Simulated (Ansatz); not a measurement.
BaO (started from an entry of an open crystallographic database) at its r2SCAN geometry, run in the PAW code Ansatz at 4 levels of theory. No magnetic order and no zero-point or thermal motion.

The LDA input:
```yaml
crystal:
  lattice:
    - [0.0, 2.7719428467, 2.7719428467]
    - [2.7719428467, 0.0, 2.7719428467]
    - [2.7719428467, 2.7719428467, 0.0]
  atoms:
    - { symbol: Ba, position: [0.0, 0.0, 0.0] }
    - { symbol: O, position: [0.5, 0.5, 0.5] }
kpoints:
  mp_grid: { grid: [8, 8, 8] }
  band_path:
    path:
      - [0.0, 0.0, 0.0]
      - [0.5, 0.0, 0.5]
      - [0.625, 0.25, 0.625]
      - [0.375, 0.375, 0.75]
      - [0.5, 0.5, 0.5]
      - [0.5, 0.25, 0.75]
      - [0.0, 0.5, 0.5]
    npoints: 1
hamiltonian:
  xc: lda
scf:
  occupations: { method: fixed }
  n_extra_bands: 4
output:
  forces: true
  stress: true
  eigenvalues: true
  write_density: true
  write_potential: true
  elf: true
  volumetric_format: npy
```

Main results, then, where recorded, the levels near the gap in eV from the Fermi energy (columns number the bands from 0), one row a point of the path (Γ, X, U, K, L, W, X):
```
Crystal: 2 atoms, lattice volume = 42.597 Å³
Symmetry: 48 space group operations
Space group: Fm-3m (ITA 225)
```
```
Basis set: ecut = 420 eV, 869 PW (Γ)
k-points: 29 of 512
SCF 1 converged in 6 iterations: F = -6337.564772 eV  dr2 = 2.77e-9
Free energy (F): -6337.564772 eV
Fermi energy:    8.152918 eV
--- Stress (GPa, compression-positive) ---
       -4.497730       0.000000       0.000000
        0.000000      -4.497730       0.000000
        0.000000       0.000000      -4.497730
  P = ⅓ Tr σ = -4.4977 GPa (-44.977 kbar)
```
```tsv
band_5	band_6	band_7	band_8	band_9	band_10
-0.457	-0.457	-0.457	3.348	4.687	4.687
-0.223	-0.223	0.000	1.913	5.988	8.247
-0.973	-0.773	-0.151	3.299	6.271	7.028
-0.973	-0.773	-0.151	3.299	6.271	7.028
-2.047	-1.489	-1.489	4.866	7.193	7.193
-1.375	-0.221	-0.221	4.428	4.428	6.891
-0.223	-0.223	0.000	1.913	5.988	8.247
```

LDA gives a direct gap of 1.91 eV at X.

PBE+SOC. Against the first input these blocks differ (the band path and keys that only write files left aside):
```yaml
hamiltonian:
  xc: pbe
scf:
  occupations: { method: fixed }
  n_extra_bands: 8
magnetization:
  noncollinear: true
  spin_orbit: true
```

```
Basis set: ecut = 420 eV, 869 PW (Γ)
k-points: 29 of 512
SCF 1 converged in 8 iterations: F = -6524.307017 eV  dr2 = 5.87e-9
Free energy (F): -6524.307017 eV
Fermi energy:    8.592894 eV
--- Stress (GPa, compression-positive) ---
        1.132555       0.000000       0.000000
        0.000000       1.132555       0.000000
        0.000000       0.000000       1.132555
  P = ⅓ Tr σ = 1.1326 GPa (11.326 kbar)
```
```tsv
band_10	band_11	band_12	band_13	band_14	band_15	band_16	band_17	band_18	band_19	band_20	band_21
-0.558	-0.558	-0.452	-0.452	-0.452	-0.452	3.545	3.545	4.676	4.676	4.676	4.676
-0.387	-0.387	-0.182	-0.182	0.000	0.000	2.008	2.008	5.971	5.971	8.370	8.370
-1.007	-1.007	-0.795	-0.795	-0.181	-0.181	3.373	3.373	6.333	6.333	6.982	6.982
-1.007	-1.007	-0.795	-0.795	-0.181	-0.181	3.373	3.373	6.333	6.333	6.982	6.982
-2.008	-2.008	-1.509	-1.509	-1.502	-1.502	4.917	4.917	7.100	7.100	7.223	7.223
-1.384	-1.384	-0.359	-0.359	-0.160	-0.160	4.487	4.487	4.499	4.499	6.837	6.837
-0.387	-0.387	-0.182	-0.182	0.000	0.000	2.008	2.008	5.971	5.971	8.370	8.370
```

The PBE+SOC gap is direct at X: 2.01 eV. The mean pressure is +1.13 GPa (compression positive), so PBE+SOC would enlarge the cell's volume.

Task: In the first input these blocks are replaced (the band path and keys that only write files left aside):
```yaml
hamiltonian:
  xc: r2scan
```
What comes out?

Result:
```
Basis set: ecut = 500 eV, 1067 PW (Γ)
k-points: 29 of 512
SCF 1 converged in 7 iterations: F = -6535.961964 eV  dr2 = 1.08e-8
Free energy (F): -6535.961964 eV
Fermi energy:    8.315178 eV
--- Stress (GPa, compression-positive) ---
        0.004878       0.000000       0.000000
        0.000000       0.004878       0.000000
        0.000000       0.000000       0.004878
  P = ⅓ Tr σ = 0.0049 GPa (0.049 kbar)
```
```tsv
band_5	band_6	band_7	band_8	band_9	band_10
-0.468	-0.468	-0.468	4.180	5.182	5.182
-0.231	-0.231	0.000	2.376	6.606	9.004
-0.939	-0.778	-0.151	3.767	6.821	7.624
-0.939	-0.778	-0.151	3.767	6.821	7.624
-1.936	-1.485	-1.485	5.345	7.698	7.698
-1.353	-0.219	-0.219	4.922	4.922	7.473
-0.231	-0.231	0.000	2.376	6.606	9.004
```
r2SCAN gives a direct gap of 2.38 eV at X. The mean stress is close to zero (0.00 GPa).

Task: Another run on the same cell gave
```
Basis set: ecut = 420 eV, 869 PW (Γ)
k-points: 8 of 64
SCF 1 stopped early in 6 iterations: F = -6524.304634 eV  dr2 = 9.88e-5
SCF 2 stopped early in 6 iterations: F = -6522.491482 eV  dr2 = 5.08e-6
hybrid outer 1: dexx = +5.964e-3 eV, tail = 2.06e-5 eV
SCF 3 converged in 2 iterations: F = -6522.491438 eV  dr2 = 9.36e-8
hybrid outer 2: dexx = +3.238e-7 eV, tail = 1.97e-7 eV, Δε = 2.92e-3 eV
Free energy (F): -6522.491438 eV
Fermi energy:    7.649621 eV
```
```tsv
band_10	band_11	band_12	band_13	band_14	band_15	band_16	band_17	band_18	band_19	band_20	band_21
-0.624	-0.624	-0.485	-0.485	-0.485	-0.485	4.876	4.876	6.099	6.099	6.099	6.099
-0.422	-0.422	-0.186	-0.186	0.000	0.000	3.278	3.278	7.465	7.465	10.237	10.237
-1.064	-1.064	-0.850	-0.850	-0.189	-0.189	4.708	4.708	7.881	7.881	8.526	8.526
-1.064	-1.064	-0.850	-0.850	-0.189	-0.189	4.708	4.708	7.881	7.881	8.526	8.526
-2.101	-2.101	-1.633	-1.633	-1.612	-1.612	6.349	6.349	8.701	8.701	8.807	8.807
-1.498	-1.498	-0.370	-0.370	-0.164	-0.164	5.900	5.900	5.918	5.918	8.371	8.371
-0.422	-0.422	-0.186	-0.186	0.000	0.000	3.278	3.278	7.465	7.465	10.237	10.237
```
Which level of theory and mesh gave it?

Result: It is HSE06+SOC, judged by the exchange loop and the size of the gap (a near hybrid could fit too), on 4×4×4; the blocks that differ from the first input, but for the band path:
```yaml
kpoints:
  mp_grid: { grid: [4, 4, 4] }
hamiltonian:
  xc: hse06
scf:
  occupations: { method: fixed }
  n_extra_bands: 8
magnetization:
  noncollinear: true
  spin_orbit: true
output:
  eigenvalues: true
```
With HSE06+SOC the gap is 3.28 eV and direct, at X.

Small level splittings and stresses of the hybrids carry the error of their coarser meshes.

Totals of different functionals, or with and without spin-orbit coupling, can't be compared.

Only the levels marked +SOC include spin-orbit coupling.

The meshes of the hybrids are coarse, so their gaps aren't converged to the digits shown.
